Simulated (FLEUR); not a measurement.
# Pd (Im-3m) in FLEUR: a series of runs, part 2 of 2

FLEUR MaX-R8.1 (later development tree).

### 3 Equation of state, r2SCAN, 14.61 Å³/atom (volume scaled by 0.94)

inp.xml reads:

```xml
<?xml version="1.0" encoding="UTF-8" standalone="no"?>
<fleurInput fleurInputVersion="0.39">
   <comment>
      Pd                                                                                                  
   </comment>
   <calculationSetup>
      <cutoffs Kmax="4.21" Gmax="13.0" GmaxXC="13.0" numbands="0"/>
      <scfLoop itmax="80" minDistance="0.0001" maxIterBroyd="30" imix="Anderson" alpha="0.05" precondParam="0.0" spinf="2.0" sdNocoIR="T"/>
      <coreElectrons ctail="F" frcor="F" kcrel="0" coretail_lmax="0"/>
      <xcFunctional name="LibXC" relativisticCorrections="F">
         <LibXCName exchange="mgga_x_r2scan" correlation="mgga_c_r2scan"/>
         <AuxGGA exchange="117" correlation="130"/>
      </xcFunctional>
      <magnetism jspins="1"/>
      <soc l_soc="F" theta="0.0" phi="0.0" spav="F"/>
      <expertModes spex="0" secvar="F"/>
      <geometryOptimization l_f="F" forcealpha="1.0" forcemix="BFGS" epsdisp="0.00001" epsforce="0.00001"/>
      <ldaU l_linMix="F" mixParam="0.05" spinf="1.0"/>
   </calculationSetup>
   <cell>
      <bzIntegration valenceElectrons="18.0" mode="hist" fermiSmearingEnergy="0.00183747">
         <kPointListSelection listName="default-1"/>
         <!-- k-points included here -->
         <xi:include xmlns:xi="http://www.w3.org/2001/XInclude" href="kpts.xml"> </xi:include>
      </bzIntegration>
      <!-- symmetry operations included here -->
      <xi:include xmlns:xi="http://www.w3.org/2001/XInclude" href="sym.xml"> </xi:include>
      <bulkLattice scale="0.9795861087">
         <bravaisMatrix>
            <row-1>   -2.9711804809122127     2.9711804809122127     2.9711804809122127</row-1>
            <row-2>    2.9711804809122127    -2.9711804809122127     2.9711804809122127</row-2>
            <row-3>    2.9711804809122127     2.9711804809122127    -2.9711804809122127</row-3>
         </bravaisMatrix>
      </bulkLattice>
   </cell>
   <atomSpecies>
      <species name="Palladium (Pd)" element="Pd" atomicNumber="46">
         <mtSphere radius="2.33" gridPoints="787" logIncrement="0.016"/>
         <atomicCutoffs lmax="10" lnonsphr="10"/>
         <electronConfig flipSpins="F">
            <coreConfig>(1s1/2) (2s1/2) (2p1/2) (2p3/2) (3s1/2) (3p1/2) (3p3/2) (3d3/2) (3d5/2)</coreConfig>
            <valenceConfig>(4s1/2) (4p1/2) (4p3/2) (5s1/2) (4d3/2) (4d5/2)</valenceConfig>
            <stateOccupation state="(5s1/2)" spinUp="0.500000" spinDown="0.500000"/>
            <stateOccupation state="(4d3/2)" spinUp="1.800000" spinDown="1.800000"/>
            <stateOccupation state="(4d5/2)" spinUp="2.700000" spinDown="2.700000"/>
         </electronConfig>
         <energyParameters s="5" p="5" d="4" f="4"/>
         <lo type="SCLO" l="0" n="4" eDeriv="0"/>
         <lo type="SCLO" l="1" n="4" eDeriv="0"/>
         <lo type="SCLO" l="1" n="4" eDeriv="1"/>
         <lo type="SCLO" l="2" n="4" eDeriv="2"/>
         <lo type="SCLO" l="3" n="4" eDeriv="2"/>
      </species>
   </atomSpecies>
   <atomGroups>
      <atomGroup species="Palladium (Pd)">
         <relPos label="                   1">.0000000000 .0000000000 .0000000000</relPos>
         <force calculate="T" relaxXYZ="TTT"/>
      </atomGroup>
   </atomGroups>
   <output dos="F" band="F" slice="F">
      <checks vchk="F" cdinf="F"/>
      <bandDOS minEnergy="-.5*Htr" maxEnergy="0.5*Htr" sigma="0.015" storeEVData="T"/>
      <vacuumDOS vacdos="F" integ="F" star="F" nstars="0" locx1="0.0" locy1="0.0" locx2="0.0" locy2="0.0" nstm="0" tworkf="0.0"/>
      <unfoldingBand unfoldBand="F" supercellX="1" supercellY="1" supercellZ="1"/>
      <plotting iplot="0" polar="F">
         <plot TwoD="T" vec1="  1.0  0.0  0.0" vec2="  0.0  1.0  0.0" vec3="  0.0  0.0  1.0" zero="  0.0  0.0  0.0" file="plot"/>
      </plotting>
      <chargeDensitySlicing numkpt="0" minEigenval="0.0" maxEigenval="0.0" nnne="0" pallst="F"/>
      <specialOutput eonly="F"/>
      <moessbauerParams electricFieldGradient="T" isomerShift="T" coreHyperfine="T" valenceHyperfine="T"/>
      <magneticCircularDichroism mcd="F" energyLo="-10.0" energyUp="0.0"/>
   </output>
  <!-- We include the file relax.xml here to enable relaxations (see documentation) -->
  <xi:include xmlns:xi="http://www.w3.org/2001/XInclude" href="relax.xml"> <xi:fallback/> </xi:include>
</fleurInput>
```

Potentials or basis: all-electron, FLAPW.

The run is started by

```console
$ inpgen -f crystal.txt -profile fastHighL
$ # inp.xml edited to the form shown
$ fleur_MPI
```

Wall time 14 s (1 thread of Arm Neoverse V2, shared host); peak memory 0.08 GiB.

The run converged. Its results:

| Item | Value |
| --- | --- |
| Free energy | -137340.8051 eV |
| Band gap on the k mesh | none (metal or under the smearing width) |
| Valence electrons inside the program's atomic spheres | Pd 16.43 (radii Pd 2.33 bohr) |

Caveat: the meta-GGA is that of a development version, with a GGA for the radial functions and cores and without core tails.

### 4 Equation of state, r2SCAN, 14.93 Å³/atom (volume scaled by 0.96)

inp.xml: that of step 3 with these lines changed.

```diff
@@ -27,3 +27,3 @@
       <xi:include xmlns:xi="http://www.w3.org/2001/XInclude" href="sym.xml"> </xi:include>
-      <bulkLattice scale="0.9795861087">
+      <bulkLattice scale="0.9864848297">
          <bravaisMatrix>
```

The run is started by

```console
$ inpgen -f crystal.txt -profile fastHighL
$ # inp.xml edited to the form shown
$ fleur_MPI
```

Run time: 14 s. Hardware: 1 thread of Arm Neoverse V2, shared host; peak memory 0.09 GiB.

It converged, with:

```
Free energy                                           : -137340.8117 eV
Band gap on the k mesh                                : none (metal or under the smearing width)
Valence electrons inside the program's atomic spheres : Pd 16.41 (radii Pd 2.33 bohr)
```

Caveat: the meta-GGA is that of a development version, with a GGA for the radial functions and cores and without core tails.

### 5 Equation of state, r2SCAN, 15.55 Å³/atom

inp.xml: that of step 4 with these lines changed.

```diff
@@ -27,3 +27,3 @@
       <xi:include xmlns:xi="http://www.w3.org/2001/XInclude" href="sym.xml"> </xi:include>
-      <bulkLattice scale="0.9864848297">
+      <bulkLattice scale="1.0000000000">
          <bravaisMatrix>
```

The run is started by

```console
$ inpgen -f crystal.txt -profile fastHighL
$ # inp.xml edited to the form shown
$ fleur_MPI
```

It took 15 s on 1 thread of Arm Neoverse V2, shared host; peak memory 0.09 GiB.

Results (log left out):

```
Free energy                                           : -137340.8031 eV
Band gap on the k mesh                                : none (metal or under the smearing width)
Valence electrons inside the program's atomic spheres : Pd 16.37 (radii Pd 2.33 bohr)
```

Caveat: the meta-GGA is that of a development version, with a GGA for the radial functions and cores and without core tails.

### 6 Equation of state, r2SCAN, 16.17 Å³/atom (volume scaled by 1.04)

inp.xml: that of step 5 with these lines changed.

```diff
@@ -27,3 +27,3 @@
       <xi:include xmlns:xi="http://www.w3.org/2001/XInclude" href="sym.xml"> </xi:include>
-      <bulkLattice scale="1.0000000000">
+      <bulkLattice scale="1.0131594038">
          <bravaisMatrix>
```

Potentials or basis: all-electron, FLAPW.

The run is started by

```console
$ inpgen -f crystal.txt -profile fastHighL
$ # inp.xml edited to the form shown
$ fleur_MPI
```

Run time: 15 s. Hardware: 1 thread of Arm Neoverse V2, shared host; peak memory 0.09 GiB.

It converged, with:

* Free energy: -137340.7710 eV
* Band gap on the k mesh: none (metal or under the smearing width)
* Valence electrons inside the program's atomic spheres: Pd 16.34 (radii Pd 2.33 bohr)

Caveat: the meta-GGA is that of a development version, with a GGA for the radial functions and cores and without core tails.

### 7 Equation of state, r2SCAN, 16.48 Å³/atom (volume scaled by 1.06)

inp.xml: that of step 6 with these lines changed.

```diff
@@ -27,3 +27,3 @@
       <xi:include xmlns:xi="http://www.w3.org/2001/XInclude" href="sym.xml"> </xi:include>
-      <bulkLattice scale="1.0131594038">
+      <bulkLattice scale="1.0196128224">
          <bravaisMatrix>
```

The run is started by

```console
$ inpgen -f crystal.txt -profile fastHighL
$ # inp.xml edited to the form shown
$ fleur_MPI
```

It took 15 s on 1 thread of Arm Neoverse V2, shared host; peak memory 0.09 GiB.

Results (log left out):

| Quantity | Value |
| --- | --- |
| Free energy | -137340.7478 eV |
| Band gap on the k mesh | none (metal or under the smearing width) |
| Valence electrons inside the program's atomic spheres | Pd 16.32 (radii Pd 2.33 bohr) |

Caveat: the meta-GGA is that of a development version, with a GGA for the radial functions and cores and without core tails.

### 8 Equation of state, r2SCAN

Potentials or basis: all-electron, FLAPW.

No new run: the results of the series are fitted here.

What came out:

* Equilibrium volume: 15.04 Å³/atom
* Bulk modulus: 180 GPa

Energy against volume, from the lowest point:
```
volume (Å³/atom)  energy (meV/atom)
          14.614               6.60
          14.925               0.00
          15.547               8.58
          16.169              40.69
          16.480              63.89
```

Caveat: the meta-GGA is that of a development version, with a GGA for the radial functions and cores and without core tails.
